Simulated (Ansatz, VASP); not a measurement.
One calculation of CoO, two programs

```
Co O
1.0
     1.50547    0.86918    2.43993
    -1.50547    0.86918    2.43993
     0.00000   -1.73837    2.43993
Co O
1 1
Cartesian
  0.0000 0.0000 0.0000
  0.0000 0.0000 3.6599
```

Alike in both runs: task single point; functional PBEsol; k mesh 9 × 9 × 9; occupations gaussian, width 0.01 eV; collinear spin.

|  | VASP | Ansatz |
| --- | --- | --- |
| version | VASP 6.6.1 | Ansatz 0.2.0 |
| potentials or method | VASP PAW PBE potentials, release 64 (Co, O) | scalar-relativistic, plane waves, PAW |
| plane-wave cutoff (eV) | 520 | 420 |
| valence electrons in the cell | 15 | 23 |

|  | VASP | Ansatz | Ansatz less VASP |
| --- | --- | --- | --- |
| gap on the k mesh at the Fermi level (eV) | none | none | - |
| pressure (GPa) | -9.6 | -8.8 | +0.74 |
| largest component of the traceless stress (GPa) | 0.27 | 0.48 | +0.206 |
| net moment per atom (μB) | 1.48 | 1.50 | +0.021 |
| size of the moment on the site where the two differ most (μB) | 2.58 | 2.52 | -0.051 |

Site moments also hang on the region over which each program counts them. A gap of «none» marks a metal or a gap that the smearing closes. The functional is the same, so the differences come from potentials, cutoffs and numerics. The two sets of potentials don't hold the same shells in valence.

Caveats: the PAW data sets were made with another functional, which shifts forces and pressure a little (VASP); a cell with one magnetic atom can't hold antiferromagnetic order, which such compounds often take; semilocal functionals often make such compounds metallic where correlation or magnetic order opens a gap, which also shifts bond lengths.
